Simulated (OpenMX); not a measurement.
Crystal: Ca.

```xyz
1
Lattice="0.0000 2.7942 2.7942 2.7942 0.0000 2.7942 2.7942 2.7942 0.0000" Properties=species:S:1:pos:R:3 pbc="T T T"
Ca    0.0000    0.0000    0.0000
```

Program: OpenMX 3.8.5. Alike in all runs: task band structure; no spin polarisation; cell as given; smearing fermi-dirac 0.05 eV.

Question: Order these runs on this cell by their pressure, lowest first.
A. level PBE; potentials or basis OpenMX 2013 PBE set, Ca9.0-s3p2d1, grid cutoff 300 Ry; k mesh 7 × 7 × 7
B. level LDA; potentials or basis OpenMX 2013 LDA set, Ca9.0-s3p2d1, grid cutoff 300 Ry; k mesh 9 × 9 × 9
C. level PBE; potentials or basis OpenMX 2013 PBE set, Ca9.0-s3p2, grid cutoff 300 Ry; k mesh 7 × 7 × 7

Answer: B (-2.0 GPa), A (-0.3 GPa), C (4.3 GPa).

Caveats: the basis of atomic orbitals isn't converged, which shifts pressures, moduli and gaps.
